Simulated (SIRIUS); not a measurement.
RbBr under changes of volume

One of the cells (41.053 Å³/atom); the others are scaled copies at fixed shape and fractional positions:

```
CELL_PARAMETERS angstrom
0.00000 3.44970 3.44970
3.44970 0.00000 3.44970
3.44970 3.44970 0.00000
ATOMIC_POSITIONS crystal
Rb 0.00000 0.00000 0.00000
Br 0.50000 0.50000 0.50000
```

| Quantity | Value |
| --- | --- |
| Program | SIRIUS 7.10.0 |
| Functional | PBE |
| Potentials or basis | PseudoDojo 0.4.1 PBE standard (scalar relativistic) |
| Cutoff | 629 eV |
| Density cutoff | 2517 eV |
| k mesh | 7 × 7 × 7 |
| Occupations | fermi-dirac, width 0.05 eV |
| Spin | no spin polarisation |

```tsv
volume (Å³/atom)	energy over the lowest point (meV/atom)	pressure (GPa)	gap on the mesh (eV)
37.833	?	?	?
38.638	21.93	1.7	4.47
39.443	14.18	1.3	4.42
41.053	4.09	0.7	4.31
41.858	1.38	0.4	4.27
42.663	0.00	0.1	4.22
```

Problem. What does the run at 37.833 Å³/atom give?

Solution. Energy over the lowest point 31.77 meV/atom; pressure 2.2 GPa; gap on the mesh 4.53 eV.

Worked out: A Birch-Murnaghan fit of order 3 (a polynomial in V^(-2/3)) to the other rows has its minimum at 43.19 Å³/atom, just outside them, with B0 = V·E''(V) = 11.8 GPa and B' = 5.0. It gives 31.78 meV/atom at 37.833 Å³/atom, against the run's 31.77, and -dE/dV = 2.2 GPa, against 2.2. A straight line through the other rows of the gap, of slope -2.53 eV per unit of ln V, extrapolates to 4.52 eV, against the run's 4.53.

Energies are extrapolated to zero smearing.

Caveats: an odd mesh through Γ misses points on the zone boundary, where band edges often lie. Spin-orbit coupling on Br, Rb is left out.
